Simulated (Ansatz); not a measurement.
# MgI2: the cell at several levels of theory

How does the equilibrium cell of fluorite MgI2 depend on the functional? It is relaxed with PBE, r2SCAN, PBEsol, LDA and HSE06. This is a trial cell built on a prototype, not taken from a measured structure, and it needn't be the compound's ground state.

The runs shown are made with Ansatz 0.2.0. PAW datasets, plane waves, zero pressure. The cell comes from a prototype generator: it can be a known phase or a hypothetical one. Spin polarisation is off.

**1. The structure to begin with**

This is the cell as the run starts from it, not yet at rest; its lengths are not the crystal's.

The symmetry is Fm-3m (No. 225, cubic); a = 6.850 Å in the conventional setting, 26.79 Å³ an atom. Mg has 8 I at 2.97 Å; I has 4 Mg at 2.97 Å.

Coordinates:

Space group Fm-3m (No. 225). a = 6.850 Å, b = 6.850 Å, c = 6.850 Å, α = 90.00°, β = 90.00°, γ = 90.00°
| atom | site | symmetry | x | y | z |
| --- | --- | --- | --- | --- | --- |
| Mg | 4a | m-3m | 0.0000 | 0.0000 | 0.0000 |
| I | 8c | -43m | 0.2500 | 0.7500 | 0.7500 |

**2. Relaxing with PBE**

File input.yaml:

```yaml
crystal:
  lattice:
    - [0.0, 3.4250391352, 3.4250391352]
    - [3.4250391352, 0.0, 3.4250391352]
    - [3.4250391352, 3.4250391352, 0.0]
  atoms:
    - { symbol: Mg, position: [0.0, 0.0, 0.0] }
    - { symbol: I, position: [0.25, 0.25, 0.25] }
    - { symbol: I, position: [0.75, 0.75, 0.75] }
kpoints:
  mp_grid: { grid: [6, 6, 6] }
hamiltonian:
  xc: pbe
scf:
  occupations: { method: fermi_dirac, width: 0.02 }
relax:
  f_tol: 0.005
  cell: {}
```

The run is started by

```sh
$ ansatz run input.yaml --threads 2 --pin off --max-ram 2211MiB --backend cpu --events-out ev --progress --plain --runs-dir out
```

Further steps of the session: Relaxing with r2SCAN; Relaxation with PBEsol; LDA: cell and atoms; HSE06: cell and atoms.

Q: Predict the outcome of this session. Wanted: for each run, a; volume; space group; SCF geometries.

**Answer**, as computed:

| level | a (Å) | volume (Å³/atom) | space group | SCF geometries |
| --- | --- | --- | --- | --- |
| PBE | 7.528 | 35.548 | Fm-3m | 8 |
| r2SCAN | 7.511 | 35.317 | Fm-3m | 3 |
| PBEsol | 7.414 | 33.955 | Fm-3m | 4 |
| LDA | 7.337 | 32.910 | Fm-3m | 5 |
| HSE06 | 7.479 | 34.855 | Fm-3m | 3 |

What this shows: The first relaxation changed the volume by +32.7 % from the start. The volume runs from LDA (least) to PBE (most), a spread of 8.0 %, or 2.6 % in length if all axes shared it alike. The meshes differ: PBE 6×6×6, r2SCAN 6×6×6, PBEsol 6×6×6, LDA 6×6×6, HSE06 4×4×4.
